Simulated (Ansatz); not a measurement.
# InAs: the cost of one run

Computed with Ansatz 0.2.0 (DFT r2SCAN, scalar-relativistic, plane waves, PAW, unless a step's input says otherwise).

1 further run of the same task is left out (it didn't finish).

**1. Starting point**

The structure is cubic, space group Fm-3m (No. 225). Conventional cell: a = 5.755 Å, b = 5.755 Å, c = 5.755 Å, α = 90.00°, β = 90.00°, γ = 90.00°. Around In (site symmetry m-3m) lie 6 As at 2.88 Å. As (site symmetry m-3m) is surrounded by 6 In at 2.88 Å.

As a file:

```xyz
2
Lattice="0.0000 2.8773 2.8773 2.8773 0.0000 2.8773 2.8773 2.8773 0.0000" Properties=species:S:1:pos:R:3 pbc="T T T"
In    2.8773    2.8773    2.8773
As    0.0000    0.0000    0.0000
```

This is candidate A: structure listed in a database for this formula (Fm-3m, No. 225).

(A quick probe on a coarse mesh, which set the mesh and smearing, is not shown.)

**3. The relaxation (candidate A)**

Contents of input.yaml:

```yaml
crystal:
  lattice:
    - [0.0, 2.877304, 2.877304]
    - [2.877304, 0.0, 2.877304]
    - [2.877304, 2.877304, 0.0]
  atoms:
    - { symbol: In, position: [0.5, 0.5, 0.5] }
    - { symbol: As, position: [0.0, 0.0, 0.0] }
basis:
  ecutwfc: 500
kpoints:
  mp_grid: { grid: [16, 16, 16] }
hamiltonian:
  xc: r2scan
scf:
  occupations: { method: gaussian, width: 0.1 }
output:
  forces: true
  stress: true
  eigenvalues: true
relax:
  adjacent_minimum: "off"
  f_tol: 0.01
  max_steps: 80
  cell: { stress_tol: 0.05 }
```

On the command line:

```console
$ ansatz run input.yaml --threads 1 --pin off --max-ram 3072MiB --backend cpu --events-out ev --progress --plain --runs-dir out
```

What time and memory should one allow on 1 thread of Arm Neoverse V2, shared host?

About 95 s, with a peak of 0.56 GiB.
